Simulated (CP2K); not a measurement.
**HgTe (Coloradoite) under changes of volume**

One of the cells (33.215 Å³/atom); the others are scaled copies at fixed shape and fractional positions:

```
Hg Te
1.0
     4.54599    0.00000    0.00000
     2.27299    3.93694    0.00000
     2.27299    1.31231    3.71178
Hg Te
1 1
Direct
  0.00000 0.00000 0.00000
  0.75000 0.75000 0.75000
```

```yaml
Program: CP2K 2026.2
Functional: LDA
Potentials_or_basis: GTH_POTENTIALS Hg GTH-PADE-q12, Te GTH-PADE-q6; TZVP-MOLOPT-PBE-GTH basis
Density_cutoff: 6123 eV
k_mesh: 7 × 7 × 7
Occupations: fermi-dirac, width 0.01 eV
Spin: no spin polarisation
```

```tsv
volume (Å³/atom)	energy over the lowest point (meV/atom)	pressure (GPa)
31.223	34.04	4.6
31.887	18.02	3.2
32.551	7.39	2.0
33.215	1.57	0.9
33.880	0.00	-0.1
34.544	?	?
35.208	7.71	-1.7
```

Problem. What does the run at 34.544 Å³/atom give?

Solution. Energy over the lowest point 2.18 meV/atom; pressure -0.9 GPa.

Worked out: A Birch-Murnaghan fit of order 3 (a polynomial in V^(-2/3)) to the other rows has its minimum at 33.81 Å³/atom with B0 = V·E''(V) = 47 GPa and B' = 5.2. It gives 2.19 meV/atom at 34.544 Å³/atom, against the run's 2.18, and -dE/dV = -0.9 GPa, against -0.9.

Energies are extrapolated to zero smearing.

Caveats: the basis of atomic orbitals isn't converged, which shifts pressures, moduli and gaps.
